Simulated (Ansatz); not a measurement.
Start from AlSb in the zinc blende structure (space group F-43m, No. 216; a = 6.157 Å).

Perturbation: cell and atoms relaxed at a pressure of 5 GPa.

Levels (all Ansatz, a program for electronic structure, PAW): PBEsol (420 eV, no SOC); HSE06+SOC (420 eV, with spin-orbit coupling).

The geometry is relaxed with PBEsol.

| Item | Result |
|---|---|
| PBEsol valence-band top at Γ | 0.00, 0.00, 0.00 eV |
| PBEsol band gap | 1.00 eV |

How does going to HSE06+SOC change the valence-band top at Γ and band gap?

The valence-band top at Γ (three highest Kramers pairs, from the VBM) changes from 0.00, 0.00, 0.00 eV to 0.00, 0.00, -0.75 eV; the band gap increases by 0.40 eV, from 1.00 eV to 1.40 eV. The threefold valence maximum splits by Δso ≈ 0.75 eV.

Single points use the geometry relaxed with PBEsol. HSE06 gaps are upper bounds (no full band path). The spin-orbit shifts are approximate. With Sb present, leaving out spin-orbit coupling can change the band edges. Load acts through the strain it causes; cell and atoms are relaxed under it. Whether these cells are dynamically stable was not tested. Tetrahedral semiconductors of this kind turn to denser phases somewhere between about 1 and 50 GPa; those were not computed, so compressed cells here can lie past the real transition.
